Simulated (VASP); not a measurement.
# LiH (P-3m1) in VASP: notebook

Runs on LiH. Level: LDA. Tasks: relaxation of cell and atoms.

Program: VASP 6.6.1. These are calculated values, not measurements. Logs are shortened: lines on timing, memory, paths and dates and some standing lists are left out, and cuts for length are marked.

### 1 Starting point

The structure is trigonal, space group P-3m1 (No. 164). The conventional cell has a = 2.813 Å, b = 2.813 Å, c = 11.842 Å, α = 90.00°, β = 90.00°, γ = 120.00°. Li (site symmetry 3m) has 6 H at 1.99 to 2.04 Å as nearest neighbours. Li (site symmetry -3m) is surrounded by 6 H at 2.03 Å. Li (site symmetry 3m) is surrounded by 6 H at 1.99 Å. Around H (site symmetry 3m) lie 6 Li at 1.99 Å. H (site symmetry 3m) is surrounded by 6 Li at 2.03 to 2.04 Å. H (site symmetry -3m) is surrounded by 6 Li at 1.99 Å.

The cell was built by a generator and needn't be a form met in nature.

### 2 Relaxation of cell and atoms, LDA, target pressure 2 GPa, at which the enthalpy is minimised

Input file INCAR:

```
SYSTEM = LiH
PREC = Accurate
ENCUT = 600
EDIFF = 1E-6
ISMEAR = -1
SIGMA = 0.05
LREAL = .FALSE.
LASPH = .TRUE.
NELM = 100
ALGO = Normal
ISIF = 3
LWAVE = .FALSE.
LCHARG = .FALSE.
GGA = CA
IBRION = 2
NSW = 40
EDIFFG = -0.01
PSTRESS = 20
```

Input file KPOINTS:

```
regular mesh
0
G
  8 8 3
  0 0 0
```

Input file POSCAR:

```
LiH
1.0
    2.8125500000      0.0000000000      0.0000000000
   -1.4062700000      2.4357400000      0.0000000000
    0.0000000000      0.0000000000     11.8418100000
Li H
5 5
Direct
    0.0000000000      0.0000000000      0.7929800000
    0.0000000000      0.0000000000      0.0000000000
    0.0000000000      0.0000000000      0.2070200000
    0.3333300000      0.6666700000      0.4023000000
    0.6666700000      0.3333300000      0.5977000000
    0.3333300000      0.6666700000      0.6954100000
    0.6666700000      0.3333300000      0.8965800000
    0.3333300000      0.6666700000      0.1034200000
    0.6666700000      0.3333300000      0.3045900000
    0.0000000000      0.0000000000      0.5000000000
```

Potentials or basis: VASP PAW LDA potentials, release 64 (Li_sv, H).

Run with:

```sh
cat potpaw_LDA.64/Li_sv/POTCAR potpaw_LDA.64/H/POTCAR > POTCAR
mpirun -np 1 vasp_std > vasp.out
```

OUTCAR:

```text
SYSTEM = LiH
   PREC = Accurate
   ENCUT = 600
   EDIFF = 1E-6
   ISMEAR = -1
   LREAL = .FALSE.
   LASPH = .TRUE.
   NELM = 100
   ISIF = 3
   GGA = CA
   IBRION = 2
   NSW = 40
   EDIFFG = -0.01
   PSTRESS = 20

 ion  position               nearest neighbor table
   1  0.000  0.000  0.793-   2 2.45
   2  0.000  0.000  0.000-   1 2.45   3 2.45
   3  0.000  0.000  0.207-   2 2.45
   4  0.333  0.667  0.402-
   5  0.667  0.333  0.598-
   6  0.333  0.667  0.695-
   7  0.667  0.333  0.897-
   8  0.333  0.667  0.103-
   9  0.667  0.333  0.305-
  10  0.000  0.000  0.500-

  LATTYP: Found a hexagonal cell.
 ALAT       =     2.8125500000
 C/A-ratio  =     4.2103464827

  Lattice vectors:

 A1 = (   2.8125500000,   0.0000000000,   0.0000000000)
 A2 = (  -1.4062700000,   2.4357400000,   0.0000000000)
 A3 = (   0.0000000000,   0.0000000000,  11.8418100000)

Analysis of symmetry for initial positions (statically):
=====================================================================
 Subroutine PRICEL returns:
 Original cell was already a primitive cell.

 Routine SETGRP: Setting up the symmetry group for a
 hexagonal supercell.

 Subroutine GETGRP returns: Found  4 space group operations
 (whereof  4 operations were pure point group operations)
 out of a pool of 24 trial point group operations.

The static configuration has the point symmetry C_2h.

Analysis of symmetry for dynamics (positions and initial velocities):
=====================================================================
 Subroutine PRICEL returns:
 Original cell was already a primitive cell.

 Routine SETGRP: Setting up the symmetry group for a
 hexagonal supercell.

 Subroutine GETGRP returns: Found  4 space group operations
 (whereof  4 operations were pure point group operations)
 out of a pool of 24 trial point group operations.

The dynamic configuration has the point symmetry C_2h.

 Subroutine INISYM returns: Found  4 space group operations
 (whereof  4 operations are pure point group operations),
 and found     1 'primitive' translations

----------------------------------------------------------------------------------------

                                     Primitive cell

  volume of cell :      81.1240

  direct lattice vectors                    reciprocal lattice vectors
     2.812550000  0.000000000  0.000000000     0.355549235  0.205275695  0.000000000
    -1.406270000  2.435740000  0.000000000     0.000000000  0.410552850  0.000000000
     0.000000000  0.000000000 11.841810000     0.000000000  0.000000000  0.084446550

  length of vectors
     2.812550000  2.812547717 11.841810000     0.410552517  0.410552850  0.084446550

  position of ions in fractional coordinates (direct lattice)
     0.000000000  0.000000000  0.792980000
     0.000000000  0.000000000  0.000000000
     0.000000000  0.000000000  0.207020000
     0.333330000  0.666670000  0.402300000
     0.666670000  0.333330000  0.597700000
     0.333330000  0.666670000  0.695410000
     0.666670000  0.333330000  0.896580000
     0.333330000  0.666670000  0.103420000
     0.666670000  0.333330000  0.304590000
     0.000000000  0.000000000  0.500000000

  ion indices of the primitive-cell ions
   primitive index   ion index
                 1           1
                 2           2
                 3           3
                 4           4
                 5           5
                 6           6
                 7           7
                 8           8
                 9           9
                10          10

----------------------------------------------------------------------------------------

 KPOINTS: regular mesh

Automatic generation of k-mesh.
 Grid dimensions read from file:
 generate k-points for:    8    8    3

 Generating k-lattice:

  Cartesian coordinates                     Fractional coordinates (reciprocal lattice)
     0.044443654  0.025659462  0.000000000     0.125000000 -0.000000000  0.000000000
     0.000000000  0.051319106  0.000000000     0.000000000  0.125000000  0.000000000
     0.000000000  0.000000000  0.028148850     0.000000000  0.000000000  0.333333333

  Length of vectors
     0.051319065  0.051319106  0.028148850

  Shift w.r.t. Gamma in fractional coordinates (k-lattice)
     0.000000000  0.000000000  0.000000000

 Subroutine IBZKPT returns following result:
 ===========================================

 Found     57 irreducible k-points:

 Following reciprocal coordinates:
            Coordinates               Weight
  0.000000  0.000000  0.000000      1.000000
  0.125000  0.000000  0.000000      4.000000
 -0.125000  0.125000  0.000000      2.000000
  0.250000  0.000000  0.000000      4.000000
 -0.250000  0.250000  0.000000      2.000000
  0.375000  0.000000  0.000000      4.000000
[... 16 lines left out ...]
  0.125000  0.000000  0.333333      4.000000
  0.000000  0.125000  0.333333      4.000000
 [... further k-points ...]
   k-points           NKPTS =     57   k-points in BZ     NKDIM =     57   number of bands    NBANDS=     16
   number of dos      NEDOS =    301   number of ions     NIONS =     10
   total plane-waves  NPLWV =  55296
   dimension x,y,z NGX =    24 NGY =   24 NGZ =   96
   dimension x,y,z NGXF=    48 NGYF=   48 NGZF=  192
   ions per type =               5   5
   NGX,Y,Z   is equivalent  to a cutoff of  14.19, 14.19, 13.48 a.u.
   NGXF,Y,Z  is equivalent  to a cutoff of  28.37, 28.37, 26.95 a.u.
 SYSTEM =  LiH
   PREC   = accura    normal or accurate (medium, high low for compatibility)
   ISTART =      0    job   : 0-new  1-cont  2-samecut
   ICHARG =      2    charge: 1-file 2-atom 10-const
   ISPIN  =      1    spin polarized calculation?
   LNONCOLLINEAR =      F non collinear calculations
   LSORBIT =      F    spin-orbit coupling
   LASPH  =      T    aspherical Exc in radial PAW
   ENCUT  =  600.0 eV  44.10 Ry    6.64 a.u.   5.62  5.62 23.65*2*pi/ulx,y,z
   NELM   =    100;   NELMIN=  2; NELMDL= -5     # of ELM steps
   EDIFF  = 0.1E-05   stopping-criterion for ELM
   LREAL  =      F    real-space projection
   EDIFFG = -.1E-01   stopping-criterion for IOM
   NSW    =     40    number of steps for IOM
   IBRION =      2    ionic relax: 0-MD 1-quasi-New 2-CG
   NFREE  =      1    steps in history (QN), initial steepest desc. (CG)
   ISIF   =      3    stress and relaxation
   ISYM   =      2    0-nonsym 1-usesym 2-fastsym
   POTIM  = 0.5000    time-step for ionic-motion
   TEBEG  =    0.0;   TEEND  =   0.0 temperature during run
   PSTRESS=   20.0 pullay stress
   NELECT =      20.0000    total number of electrons
   NUPDOWN=      -1.0000    fix difference up-down
   EMIN   =  10.00;   EMAX   =-10.00  energy-range for DOS
   EFERMI =   0.00;   METHOD = LEGACY
   ISMEAR =    -1;   SIGMA  =   0.05  broadening in eV -4-tet -1-fermi 0-gaus
   EFERMI_NEDOS =   21; number of points for ismear=-14 and -15
   IALGO  =     38    algorithm
   IMIX   =      4    mixing-type and parameters
     AMIX     =   0.40;   BMIX     =  1.00
     AMIX_MAG =   1.60;   BMIX_MAG =  1.00
  volume/ion in A,a.u.               =       8.11        54.75
  Fermi-wavevector in a.u.,A,eV,Ry     =   1.026522  1.939846 14.337114  1.053748
  Thomas-Fermi vector in A             =   2.160420
   LORBIT       =      0    0 simple, 1 ext, 2 COOP (PROOUT), +10 PAW based schemes
   GGA     = CA    functional components
   LHFCALC =     F    Hartree Fock is set to
   AEXX    =    0.0000 exact exchange contribution
   IVDW    =     0    specifies the selected vdW correction
   LEPSILON=     F    determine dielectric tensor
   LRPA    =     F    only Hartree local field effects (RPA)
 conjugate gradient relaxation of ions
 non-spin polarized calculation
  energy-cutoff  :      600.00
  volume of cell :       81.12
 maximum number of plane-waves:      2741
 NGX is ok and might be reduce to    24
   NGX = 11   NGY = 11   NGZ = 47

--------------------------------------- Ionic step        1  -------------------------------------------

 number of electron      19.9999998 magnetization

 Free energy of the ion-electron system (eV)
  ---------------------------------------------------
  ext. energy  EPLUGINS =         0.00000000
  ---------------------------------------------------
  free energy    TOTEN  =       -32.20710212 eV

  energy without entropy =      -32.20710212  energy(sigma->0) =      -32.20710212

------------------------ aborting loop because EDIFF is reached ----------------------------------------

  FORCE on cell =-STRESS in cart. coord.  units (eV):
  Direction    XX          YY          ZZ          XY          YZ          ZX
  --------------------------------------------------------------------------------------
  -------------------------------------------------------------------------------------
  Total       -1.4409398     -1.4409806     -1.4101761     -0.0000380      0.0000003     -0.0000004
  in kB      -28.4581814    -28.4589874    -27.8506067     -0.0007513      0.0000049     -0.0000087
  external PRESSURE =     -48.2559251 kB  Pullay stress =      20.0000000 kB
[... 215 lines left out ...]
  enthalpy is  TOTEN    =       -31.3540158908 eV   P V=        0.8928049259

--------------------------------------- Ionic step        6  -------------------------------------------

 number of electron      19.9999992 magnetization

 Free energy of the ion-electron system (eV)
  ---------------------------------------------------
  ext. energy  EPLUGINS =         0.00000000
  ---------------------------------------------------
  free energy    TOTEN  =       -32.24684760 eV

  energy without entropy =      -32.24684760  energy(sigma->0) =      -32.24684760

 E-fermi :   1.8900     XC(G=0):  -9.2006

 val. band max:        0.7637583601   @ k =   0.5000   0.5000   0.0000
 cond. band min:       3.8584844417   @ k =   0.5000   0.5000   0.0000
 fundamental gap:      3.0947260816
 Fermi energy:         1.8900238317

 k-point     1 :       0.0000    0.0000    0.0000
  band No.  band energies     occupation
      1     -42.7118      2.00000
      2     -42.6345      2.00000
      3     -42.6226      2.00000
      4     -42.5753      2.00000
      5     -42.5380      2.00000
      6      -5.2102      2.00000
[... 8 lines left out ...]
     15      15.9967      0.00000
     16      16.1540      0.00000
[... 420 lines left out ...]
  band No.  band energies     occupation
      1     -42.7028      2.00000
      2     -42.6280      2.00000
      3     -42.6096      2.00000
      4     -42.5681      2.00000
      5     -42.5312      2.00000
      6      -4.8939      2.00000
[... 8 lines left out ...]
     15      13.7361      0.00000
     16      13.9613      0.00000

 [... further k-points ...]

------------------------ aborting loop because EDIFF is reached ----------------------------------------

  FORCE on cell =-STRESS in cart. coord.  units (eV):
  Direction    XX          YY          ZZ          XY          YZ          ZX
  --------------------------------------------------------------------------------------
  -------------------------------------------------------------------------------------
  Total        0.8502540      0.8502416      0.9092563     -0.0000092      0.0000007     -0.0000013
  in kB       19.0476010     19.0473227     20.3693855     -0.0002067      0.0000164     -0.0000283
  external PRESSURE =      -0.5118969 kB  Pullay stress =      20.0000000 kB
[... 25 lines left out ...]
  FREE ENERGIE OF THE ION-ELECTRON SYSTEM (eV)
  ---------------------------------------------------
  free  energy   TOTEN  =       -32.2468476048 eV

  energy  without entropy=      -32.2468476048  energy(sigma->0) =      -32.24684760

  enthalpy is  TOTEN    =       -31.3540800316 eV   P V=        0.8927675732

 reached required accuracy - stopping structural energy minimisation
```

Wall time 3.6 min (1 thread of Intel Xeon Platinum 8488C (Sapphire Rapids), shared host); peak memory 0.22 GiB.

Results:

| Item | Value |
| --- | --- |
| Free energy | -32.2468 eV |
| Relaxed volume | 7.15 Å³/atom |
| Relaxed cell | a = 2.696 Å, b = 2.696 Å, c = 11.364 Å, α = 90.00°, β = 90.00°, γ = 120.00° |
| Space group after relaxing (to 0.05 Å) | P-3m1 (No. 164) |
| Energy change on relaxing (the enthalpy is what falls) | -4.0 meV/atom |
| Ionic steps | 6 |
| Pressure after relaxing | 1.9 GPa |
| Largest force after relaxing | 0.005 eV/Å |
| Band gap on the k mesh | 3.09 eV, direct |

Forces on the atoms (eV/Å):
```
Li   0.000  0.000  0.005
Li   0.000  0.000  0.000
Li   0.000  0.000 -0.005
Li   0.000  0.000  0.002
Li   0.000  0.000 -0.002
H    0.000  0.000 -0.003
H    0.000  0.000 -0.002
H    0.000  0.000  0.002
H    0.000  0.000  0.003
H    0.000  0.000  0.000
```

Stress tensor (GPa, compression positive):
```
1.90 0.00 0.00
0.00 1.90 0.00
0.00 0.00 2.04
```

Step by step:
```
step  energy change (eV)  largest force (eV/Å)  pressure (GPa)  volume (Å³)
   1              0.0000                0.0129           -2.83        81.12
   2             -0.0402                0.0068           -1.68        78.29
   3             -0.0530                0.0081            1.06        72.95
   4             -0.0374                0.0131            2.08        71.33
   5             -0.0397                0.0125            1.95        71.52
   6             -0.0397                0.0054            1.95        71.52
```

Final structure:
```
Li H
1.0
     2.69572    0.00000    0.00000
    -1.34786    2.33456    0.00000
     0.00000    0.00000   11.36424
Li H
5 5
Cartesian
  2.6957 0.0000 9.0104
  0.0000 0.0000 0.0000
  -1.3479 2.3346 2.3538
  0.0000 1.5564 4.5722
  1.3479 0.7782 6.7921
  0.0000 1.5564 7.9023
  1.3479 0.7782 10.1882
  0.0000 1.5564 1.1760
  1.3479 0.7782 3.4620
  0.0000 0.0000 5.6821
```

Levels at points of the mesh, in eV from the valence-band top:
```
           k point  band 6  band 7  band 8  band 9  band 10  band 11  band 12  band 13  band 14  band 15
(0.00, 0.00, 0.00)   -5.97   -5.32   -5.25   -3.77    -3.70     5.57     5.79    11.16    11.23    15.23
(0.50, 0.00, 0.00)   -2.96   -2.80   -1.48   -1.48     0.00     3.09     4.34     4.36     5.23     5.58
(0.50, 0.50, 0.00)   -2.96   -2.80   -1.48   -1.48     0.00     3.09     4.34     4.36     5.23     5.58
```

Caveat: the cutoff is under 1.25 times the usual one of these potentials, so pressure, stress and relaxed cells hold a basis-set (Pulay) error; the cell is relaxed towards a set pressure, so the enthalpy falls and the energy may rise; an odd mesh through Γ misses points on the zone boundary, where band edges often lie.

### 3 Relaxation of cell and atoms, LDA, target pressure 5 GPa, at which the enthalpy is minimised

Edit INCAR of step 2 so:

```diff
@@ -17,2 +17,2 @@
 EDIFFG = -0.01
-PSTRESS = 20
+PSTRESS = 50
```

KPOINTS is that of step 2.

POSCAR is that of step 2.

Potentials or basis: VASP PAW LDA potentials, release 64 (Li_sv, H).

Run with:

```sh
cat potpaw_LDA.64/Li_sv/POTCAR potpaw_LDA.64/H/POTCAR > POTCAR
mpirun -np 1 vasp_std > vasp.out
```

Wall time 3.5 min (1 thread of Intel Xeon Platinum 8488C (Sapphire Rapids), shared host); peak memory 0.22 GiB.

Results (log left out):

- Free energy: -32.1609 eV
- Relaxed volume: 6.75 Å³/atom
- Relaxed cell: a = 2.643 Å, b = 2.643 Å, c = 11.147 Å, α = 90.00°, β = 90.00°, γ = 120.00°
- Space group after relaxing (to 0.05 Å): P-3m1 (No. 164)
- Energy change on relaxing (the enthalpy is what falls): +4.6 meV/atom
- Ionic steps: 6
- Pressure after relaxing: 5.0 GPa
- Largest force after relaxing: 0.009 eV/Å
- Band gap on the k mesh: 3.06 eV, direct

Forces on the atoms (eV/Å):
```
Li   0.000  0.000  0.009
Li   0.000  0.000  0.000
Li   0.000  0.000 -0.009
Li   0.000  0.000  0.001
Li   0.000  0.000 -0.001
H    0.000  0.000 -0.002
H    0.000  0.000 -0.001
H    0.000  0.000  0.001
H    0.000  0.000  0.002
H    0.000  0.000  0.000
```

Stress tensor (GPa, compression positive):
```
4.88 0.00 0.00
0.00 4.88 0.00
0.00 0.00 5.12
```

Step by step:
```
step  energy change (eV)  largest force (eV/Å)  pressure (GPa)  volume (Å³)
   1              0.0000                0.0129           -2.83        81.12
   2             -0.0541                0.0046           -0.88        76.56
   3             -0.0101                0.0119            3.23        69.68
   4              0.0545                0.0194            5.19        67.20
   5              0.0463                0.0186            4.95        67.46
   6              0.0462                0.0087            4.96        67.46
```

Final structure:
```
CELL_PARAMETERS angstrom
2.64336 0.00000 0.00000
-1.32168 2.28922 0.00000
0.00000 0.00000 11.14749
ATOMIC_POSITIONS crystal
Li 0.00000 0.00000 0.79293
Li 0.00000 0.00000 0.00000
Li 0.00000 0.00000 0.20707
Li 0.33333 0.66667 0.40233
Li 0.66667 0.33333 0.59767
H 0.33333 0.66667 0.69536
H 0.66667 0.33333 0.89652
H 0.33333 0.66667 0.10348
H 0.66667 0.33333 0.30464
H 0.00000 0.00000 0.50000
```

Levels at points of the mesh, in eV from the valence-band top:
| k point | band 7 | band 8 | band 9 | band 10 | band 11 | band 12 | band 13 | band 14 |
| --- | --- | --- | --- | --- | --- | --- | --- | --- |
| (0.00, 0.00, 0.00) | -5.54 | -5.47 | -3.99 | -3.90 | 5.74 | 5.97 | 11.52 | 11.59 |
| (0.50, 0.00, 0.00) | -3.00 | -1.59 | -1.59 | 0.00 | 3.06 | 4.39 | 4.42 | 5.36 |
| (0.50, 0.50, 0.00) | -3.00 | -1.59 | -1.59 | 0.00 | 3.06 | 4.39 | 4.42 | 5.36 |

Caveat: the cutoff is under 1.25 times the usual one of these potentials, so pressure, stress and relaxed cells hold a basis-set (Pulay) error; the cell is relaxed towards a set pressure, so the enthalpy falls and the energy may rise; the volume moved by over 15 % at a fixed basis, so the end points are rough; an odd mesh through Γ misses points on the zone boundary, where band edges often lie.

[end of part 1 of 2]
